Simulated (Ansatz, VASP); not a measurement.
# TiAl in VASP and in Ansatz

```xyz
2
Lattice="3.1791 0.0000 0.0000 0.0000 3.1791 0.0000 0.0000 0.0000 3.1791" Properties=species:S:1:pos:R:3 pbc="T T T"
Ti    0.0000    0.0000    0.0000
Al    1.5895    1.5895    1.5895
```

The cell comes from a database or a generator and needn't be the stable form of this composition.

Alike in both runs: task single point; functional PBE; k mesh 8 × 8 × 8; occupations fermi-dirac, width 0.05 eV; no spin polarisation.

```csv
,VASP,Ansatz
version,VASP 6.6.1,Ansatz 0.2.0
potentials or method,"VASP PAW PBE potentials, release 64 (Ti_sv, Al), cutoff 520 eV","all-electron LAPW, scalar-relativistic"
```

```tsv
	VASP	Ansatz	Ansatz less VASP
gap on the k mesh at the Fermi level (eV)	none	none	-
pressure (GPa)	0.8	0.8	0.00
```

A gap of «none» marks a metal or a gap that the smearing closes. Ansatz ran all-electron here, so the differences hold the error of VASP's frozen core and of both bases.
